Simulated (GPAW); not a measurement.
The system is Ir.

```
Ir
1.0
     2.75138    0.00000    0.00000
    -1.37569    2.38276    0.00000
     0.00000    0.00000    4.46229
Ir
2
Direct
  0.33333 0.66667 0.25000
  0.66667 0.33333 0.75000
```

This isn't the form of Ir at room conditions, which is fcc.

Base run:

```yaml
Program: GPAW 26.7.0
Functional: PBEsol
Potentials_or_basis: PAW data sets generated in the run's folder for this functional
Cutoff: 600 eV
Basis: pw
k_mesh: 11 × 11 × 6
Occupations: fermi-dirac, width 0.05 eV
Spin: no spin polarisation
```

Its results: pressure -13.4 GPa.

Problem. After a change of settings the same cell gave: pressure 13.2 GPa. Which change was it?
A. functional from PBEsol to BLYP
B. functional from PBEsol to revPBE; potentials or basis from PAW data sets generated in the run's folder for this functional to the program's PAW data sets (release 1.2.1) made for this functional
C. functional from PBEsol to RPBE; potentials or basis from PAW data sets generated in the run's folder for this functional to the program's PAW data sets (release 1.2.1) made for this functional
D. functional from PBEsol to LDA; potentials or basis from PAW data sets generated in the run's folder for this functional to the program's PAW data sets (release 1.2.1) made for this functional

Solution. A.

BLYP binds less tightly than PBEsol, so the same cell stands under more pressure.

Runs at the PBE level aren't shown here.
